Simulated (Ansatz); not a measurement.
## A computed series for GeTe: response to strain

The parent structure is GeTe (space group R3m, No. 160).

```xyz
2
Lattice="2.1133 1.2201 3.6399 -2.1133 1.2201 3.6399 0.0000 -2.4402 3.6399" Properties=species:S:1:pos:R:3 pbc="T T T"
Ge     0.0000     0.0000     2.5578
Te     0.0000     0.0000     8.3620
```

Cartesian axes are those of the cell as printed.

Strains are applied to the cell and any free atomic positions relax; under biaxial strain the out-of-plane vector relaxes too.

The values are results of PBE/PAW in Ansatz (a first-principles code), spin-orbit coupling left out, not measurements.

Notes on the quantities. band gap: an upper bound: an edge found on the path is not a true extremum; the base alone; energy relative to the base: free energy F; pressure: mean of the normal stresses, compression positive.

```csv
case,band gap,energy relative to the base,pressure
base,0.62 eV,0 meV/atom,0.00 GPa
"biaxial strain +3.49 %, plane normal [001], relaxed out of plane",0.69 eV,+17 meV/atom,-1.82 GPa
isotropic strain −5.25 %,zero,+95 meV/atom,8.4 GPa
tensor shear ε_xz = +1.65 %,0.51 eV,+2.4 meV/atom,0.12 GPa
```

The mesh was chosen for an insulator and is coarse for the gapless case. With Te present, leaving out spin-orbit coupling can change the band edges. No phonon test of stability was made. The final runs are not spin-polarised. A zero or small gap of GeTe under isotropic strain −5.25 % can be the functional's error rather than a property of the material.
